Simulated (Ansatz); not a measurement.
MgO built on the NiAs prototype, relaxed with r2SCAN in the plane-wave code Ansatz. It is hexagonal, P6_3/mmc (No. 194); a = 2.923 Å, c = 5.092 Å in the conventional setting, 9.42 Å³ an atom. Mg has 6 O at 2.11 Å; O has 6 Mg at 2.11 Å.

The axes x, y and z are those of this cell:
```
CELL_PARAMETERS angstrom
2.92306 0.00000 0.00000
-1.46153 2.53144 0.00000
0.00000 0.00000 5.09210
ATOMIC_POSITIONS crystal
Mg 0.00000 0.00000 0.00000
Mg 0.00000 0.00000 0.50000
O 0.33333 0.66667 0.25000
O 0.66667 0.33333 0.75000
```

Unstrained: The PBE gap is direct at Γ: 4.470 eV. The r2SCAN gap is direct at Γ: 5.340 eV. HSE06 gives a direct gap of 6.204 eV at Γ. Meshes: PBE 12×12×6, r2SCAN 12×12×6, HSE06 9×9×4. Strains are changes of length per length. After each strain the atoms were relaxed again with r2SCAN within the symmetry that the strain leaves, so tilts or polar shifts that break it weren't tested; points keep the names that they have in the unstrained zone. (Calculated; spin-unpolarised; the phase may be known or hypothetical.)

Task: Apply biaxial +1.59 % in x and y, z held. How far does the gap move, against the unstrained cell?

Result: PBE: the gap goes from 4.470 to 4.258 eV (-0.212 eV). r2SCAN: the gap goes from 5.340 to 5.117 eV (-0.223 eV). HSE06: the gap goes from 6.204 to 5.964 eV (-0.240 eV). The r2SCAN energy rises by 6.6 meV an atom.

Task: Estimate what uniaxial +5.33 % along x, other directions held does to the gap.

Result: PBE: the gap goes from 4.470 to 4.013 eV (-0.457 eV). r2SCAN: the gap goes from 5.340 to 4.862 eV (-0.478 eV). HSE06: the gap goes from 6.204 to 5.708 eV (-0.496 eV). The r2SCAN energy rises by 27.4 meV an atom.

The meshes of the hybrids are coarse, so their gaps aren't converged to the digits shown.
